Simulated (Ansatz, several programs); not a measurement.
ScAlN2 as one 4-atom ordering (P4/mmm) on the rocksalt lattice, relaxed with r2SCAN in Ansatz (plane waves, PAW): the symmetry is P4/mmm (No. 123, tetragonal); conventional cell a = 3.045 Å, c = 4.319 Å, 10.01 Å³ an atom. Sc has 6 N at 2.15–2.16 Å; N has 4 Al at 2.15 Å and 2 Sc at 2.16 Å; Al has 6 N at 2.15–2.16 Å; N has 4 Sc at 2.15 Å and 2 Al at 2.16 Å. The cell was then scaled with its shape and fractional coordinates held, which makes it stiffer than a relaxed compression. Note: simulated data, non-magnetic, for a generated structure that need not be the stable one.

```tsv
V (Å³/atom)	E (meV/atom)
9.408	28.97
10.009	0.00
10.309	6.19
10.609	23.62
```

**Question.** Pass a cubic E = c₀ + c₁u + c₂u² + c₃u³, with u = V − 10.084 Å³, through these points.

**Answer.** c₀ = 0.39, c₁ = +10.548, c₂ = 70.288, c₃ = -11.6199 (meV and Å³).

**Question.** Where is the minimum, and what bulk modulus follows?

**Answer.** dE/du = 0 at u = -0.074, so V₀ = 10.01 Å³. B = V₀ d²E/dV² = 10.01 × (2c₂ + 6c₃u) = 10.01 × 145.713 = 1459 meV/Å³, and 1 meV/Å³ is 0.16022 GPa: 234 GPa. A third-order Birch-Murnaghan fit to all five points gives 10.01 Å³ and 232 GPa.

**Question.** Predict the energy and the pressure at the withheld volume, 9.709 Å³.

**Answer.** With u = -0.375: E ≈ 6.93 meV and P = −dE/dV ≈ +7.54 GPa. The run gives 6.87 meV and, from its stress, +7.52 GPa.
